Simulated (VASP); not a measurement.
Runs of VASP 6.6.1 on Zn. All rows change the cell; the cell of one of them follows. Symmetry: I4/mmm, No. 139, tetragonal system. The conventional cell has a = 3.138 Å, b = 3.138 Å, c = 3.169 Å, α = 90.00°, β = 90.00°, γ = 90.00°. Around Zn (site symmetry 4/mmm) lie 8 Zn at 2.73 Å. This isn't the form of Zn at room conditions, which is hcp.

```csv
cell,further INCAR settings,gap on the mesh (eV),pressure (GPa)
"strain +0.0100 x Voigt [1, 0, 0, 0, 0, 0], atoms carried along",ALGO = Fast; EDIFF = 1e-07; NBANDS = 12,none,-0.5
"strain +0.0300 x Voigt [1, 0, 0, 0, 0, 0], atoms carried along",ALGO = Fast; EDIFF = 1e-06; NBANDS = 12,none,(a)
"strain +0.0200 x Voigt [1, 0, 0, 0, 0, 0], atoms carried along",ALGO = Fast; EDIFF = 1e-07; NBANDS = 12,none,-1.1
"strain -0.0300 x Voigt [1, 0, 0, 0, 0, 0], atoms carried along",ALGO = Fast; EDIFF = 1e-06; NBANDS = 12,none,2.1
```

Alike in all rows: task single point; level PBE; potentials or basis VASP PAW PBE potentials, release 64 (Zn); no spin polarisation; k mesh 22 × 22 × 22; cutoff (eV) 520; smearing gaussian 0.15 eV.

Question: Fill in the values left out.

Answer: (a) -1.8.

A gap of «none» marks a metal or a gap under the smearing width.
